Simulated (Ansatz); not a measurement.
Ta: relaxation of cell and atoms with BLYP+D4

The system is Ta.

```
CELL_PARAMETERS angstrom
-1.65128 1.65128 1.65128
1.65128 -1.65128 1.65128
1.65128 1.65128 -1.65128
ATOMIC_POSITIONS crystal
Ta 0.00000 0.00000 0.00000
```

```yaml
Program: Ansatz 0.2.0
Task: relaxation of cell and atoms
Functional: BLYP
Dispersion: D4
Potentials_or_basis: Ansatz PAW
Cutoff: "420 eV (not typed: the program's choice for these potentials)"
k_mesh: 11 × 11 × 11
Occupations: fermi-dirac, width 0.05 eV
Spin: no spin polarisation
```

```
Relaxed volume                         : 18.33 Å³/atom
Relaxed cell                           : a = 2.877 Å, b = 2.877 Å, c = 2.877 Å, α = 109.47°, β = 109.47°, γ = 109.47°
Space group after relaxing (to 0.05 Å) : Im-3m (No. 229)
Energy gained by relaxing              : 3.5 meV/atom
Ionic steps                            : 4
Pressure after relaxing                : 0.0 GPa
Band gap on the k mesh                 : none (metal or under the smearing width)
```

The path:
| step | energy change (eV) | largest force (eV/Å) | volume (Å³) |
| --- | --- | --- | --- |
| 1 | 0.0000 | 0.0000 | 18.01 |
| 2 | -0.0033 | 0.0000 | 18.36 |
| 3 | -0.0034 | 0.0000 | 18.33 |
| 4 | -0.0035 | 0.0000 | 18.33 |

Final structure:
```xyz
1
Lattice="-1.6609 1.6609 1.6609 1.6609 -1.6609 1.6609 1.6609 1.6609 -1.6609" Properties=species:S:1:pos:R:3 pbc="T T T"
Ta    0.0000    0.0000    0.0000
```

Levels at points of the mesh, in eV from the Fermi level:
| k point | band 2 | band 3 | band 4 | band 5 | band 6 | band 7 | band 8 | band 9 | band 10 | band 11 |
| --- | --- | --- | --- | --- | --- | --- | --- | --- | --- | --- |
| (0.00, 0.00, 0.00) | -33.17 | -33.17 | -33.17 | -7.71 | 0.63 | 0.63 | 0.63 | 3.84 | 3.84 | 14.72 |

Run time: 4.3 s on 2 threads of Intel(R) Xeon(R) Processor @ 2.70GHz (shared host), peak memory 0.31 GiB.

Caveat: the plane-wave basis is chosen anew once the cell has moved, so the energies of steps on either side of that aren't comparable; pairwise dispersion overbinds metals, which lowers pressure and volume; the PAW data sets come from PBE, with cores solved anew for the run's functional, which leaves a small shift of forces and pressure. The run has no spin-orbit coupling, so splittings on Ta are missing.
